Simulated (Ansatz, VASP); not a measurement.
This is a calculation of TePb for Ansatz 0.2.0.

Contents of input.yaml:

```yaml
crystal:
  lattice:
    - [0.0, 3.231, 3.231]
    - [3.231, 0.0, 3.231]
    - [3.231, 3.231, 0.0]
  atoms:
    - { symbol: Pb, position: [-0.00791, 0.007972, -0.004686] }
    - { symbol: Te, position: [0.506326, 0.508106, 0.490492] }
hamiltonian:
  xc: pbe
  pseudopotentials: { kind: paw }
kpoints:
  mp_grid: { grid: [7, 7, 7] }
scf:
  occupations: { method: fermi_dirac, width: 0.05 }
output:
  forces: true
  stress: true
  eigenvalues: true
```

Potentials or basis: Ansatz PAW.

Launch:

```bash
$ ansatz run input.yaml --threads 1 --pin off --max-ram 3584MiB --backend cpu --events-out ev --progress --plain --runs-dir out
```

Translate it to VASP 6.6.1. Potentials there: VASP PAW PBE potentials, release 64 (Pb_d, Te).

As run (the cutoff follows the program's own potentials):

File INCAR:

```
SYSTEM = TePb
ALGO = Normal
EDIFF = 1E-7
ENCUT = 520
GGA = PE
ISIF = 2
ISMEAR = -1
LASPH = .TRUE.
LCHARG = .FALSE.
LREAL = .FALSE.
LWAVE = .FALSE.
NBANDS = 17
NELM = 100
PREC = Accurate
SIGMA = 0.05
```

File KPOINTS:

```
k-points
0
G
  7 7 7
  0 0 0
```

The input POSCAR:

```
TePb
1.0
    0.0000000000      3.2310000000      3.2310000000
    3.2310000000      0.0000000000      3.2310000000
    3.2310000000      3.2310000000      0.0000000000
Pb Te
1 1
Direct
   -0.0079100000      0.0079720000     -0.0046860000
    0.5063260000      0.5081060000      0.4904920000
```

Potentials or basis: VASP PAW PBE potentials, release 64 (Pb_d, Te).

Launch:

```sh
$ cat potpaw_PBE.64/Pb_d/POTCAR potpaw_PBE.64/Te/POTCAR > POTCAR
$ mpirun -np 1 vasp_std > vasp.out
```

Both were run:

|  | VASP | Ansatz | Ansatz less VASP |
| --- | --- | --- | --- |
| gap on the k mesh at the Fermi level (eV) | 1.01 | 1.01 | -0.003 |
| least direct gap on the mesh (eV) | 1.01 | 1.01 | -0.003 |
| pressure (GPa) | 2.1 | 2.2 | +0.04 |
| rms of the force components (eV/Å) | 0.021 | 0.021 | -0.0005 |

Atom by atom the forces differ by 0.000 eV/Å (rms over components). With one functional, cell and mesh, what is left measures potentials, basis and numerics. The two sets of potentials don't hold the same shells in valence.

Caveats: spin-orbit coupling is left out, which as a rule narrows the gap of such compounds by several tenths of an eV; an odd mesh through Γ misses points on the zone boundary, where band edges often lie (VASP); odd divisions of the mesh miss points on the zone boundary, where band edges often lie, so the gap on the mesh can be too wide (Ansatz).
